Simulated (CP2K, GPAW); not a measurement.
This is a calculation of Mg for CP2K 2026.2. This isn't the form of Mg at room conditions, which is hcp.

mg_scf.inp

```
&GLOBAL
  PROJECT mg_scf
  RUN_TYPE ENERGY_FORCE
  PRINT_LEVEL LOW
&END GLOBAL
&FORCE_EVAL
  METHOD QS
  STRESS_TENSOR ANALYTICAL
  &DFT
    BASIS_SET_FILE_NAME BASIS_MOLOPT_UZH
    POTENTIAL_FILE_NAME GTH_POTENTIALS
    &MGRID
      CUTOFF 1400
      REL_CUTOFF 60
      NGRIDS 4
    &END MGRID
    &QS
      METHOD GPW
      EPS_DEFAULT 1.0E-10
    &END QS
    &KPOINTS
      SCHEME MONKHORST-PACK 11 11 11
      GAMMA_CENTERED T
      SYMMETRY T
      SYMMETRY_BACKEND SPGLIB
    &END KPOINTS
    &SCF
      SCF_GUESS ATOMIC
      EPS_SCF 1.0E-6
      MAX_SCF 100
      ADDED_MOS 5
      CHOLESKY OFF
      EPS_EIGVAL 1.0E-7
      &DIAGONALIZATION ON
        ALGORITHM STANDARD
      &END DIAGONALIZATION
      &MIXING ON
        METHOD BROYDEN_MIXING
        ALPHA 0.4
        BETA 1.5
        NBUFFER 8
      &END MIXING
      &SMEAR ON
        METHOD GAUSSIAN
        SIGMA [eV] 0.02
      &END SMEAR
    &END SCF
    &XC
      &XC_FUNCTIONAL
        &LDA_X
        &END LDA_X
        &LDA_C_PW
        &END LDA_C_PW
      &END XC_FUNCTIONAL
    &END XC
    &PRINT
      &KPOINTS ON
      &END KPOINTS
      &MULLIKEN ON
      &END MULLIKEN
      &MO ON
        ENERGIES T
        OCCUPATION_NUMBERS T
        &EACH
          QS_SCF 0
        &END EACH
        ADD_LAST NUMERIC
      &END MO
    &END PRINT
  &END DFT
  &SUBSYS
    &CELL
      A 3.0705181800 0.0000000000 0.0000000000
      B -1.0235060598 2.8949123025 0.0000000000
      C -1.0235060598 -1.4474561508 2.5070675960
      PERIODIC XYZ
    &END CELL
    &COORD
      SCALED
      Mg  0.0000000000 0.0000000000 0.0000000000
    &END COORD
    &KIND Mg
      BASIS_SET TZVP-MOLOPT-PBE-GTH-q10
      POTENTIAL GTH-PADE-q10
    &END KIND
    &PRINT
      &ATOMIC_COORDINATES ON
      &END ATOMIC_COORDINATES
      &CELL ON
      &END CELL
    &END PRINT
  &END SUBSYS
  &PRINT
    &FORCES ON
    &END FORCES
    &STRESS_TENSOR ON
    &END STRESS_TENSOR
  &END PRINT
&END FORCE_EVAL
```

Potentials or basis: GTH_POTENTIALS Mg GTH-PADE-q10; TZVP-MOLOPT-PBE-GTH basis.

The run is started by

```sh
$ OMP_NUM_THREADS=1 cp2k.psmp -i mg_scf.inp -o mg_scf.out
```

Problem. Translate it to GPAW 26.7.0 (ASE script). Potentials or basis there: the program's PAW data sets (release 1.2.1) made for this functional, cutoff 800 eV.

Solution. As run (cutoffs and basis follow the program's own potentials, and thresholds, step limits or extra output files can differ):

run.py

```python
from ase import Atoms
from ase.dft.bandgap import bandgap
from ase.io import write
from ase.units import GPa
from gpaw import GPAW, PW

atoms = Atoms(['Mg'],
              cell=[[3.07051818, 0.0, 0.0],
                    [-1.0235060598, 2.8949123025, 0.0],
                    [-1.0235060598, -1.4474561508, 2.507067596]],
              scaled_positions=[[0.0, 0.0, 0.0]],
              pbc=True)

calc = GPAW(mode=PW(800),
            xc='LDA',
            kpts={'size': (11, 11, 11), 'gamma': True},
            occupations={'name': 'methfessel-paxton', 'order': 0, 'width': 0.02},
            nbands=12,
            convergence={'density': 1e-05, 'energy': 1e-05},
            maxiter=150,
            txt='gpaw.txt')
atoms.calc = calc
energy = atoms.get_potential_energy()
forces = atoms.get_forces()
stress = atoms.get_stress()
calc.write('gs.gpw')
write('result.traj', atoms)
print(f'Energy: {energy:.6f} eV')
print('Forces (eV/A):')
print(forces.round(4))
print('Stress (GPa):', (stress / GPa).round(3))
print('Fermi level:', round(calc.get_fermi_level(), 4), 'eV')
print(f'Gap: {bandgap(calc)[0]:.4f} eV, direct: {bandgap(calc, direct=True)[0]:.4f} eV')
```

Potentials or basis: the program's PAW data sets (release 1.2.1) made for this functional, pw.

Command:

```console
$ OMP_NUM_THREADS=1 python run.py
```

Both were run:

|  | CP2K | GPAW |
| --- | --- | --- |
| Pressure | -0.2 GPa | -1.3 GPa |

The two programs' LDA may be different fits to the electron gas.

The two runs disagree by more than potentials and bases usually give (in gap, levels, pressure or energy); the cause wasn't traced.

Pressure is positive in compression.
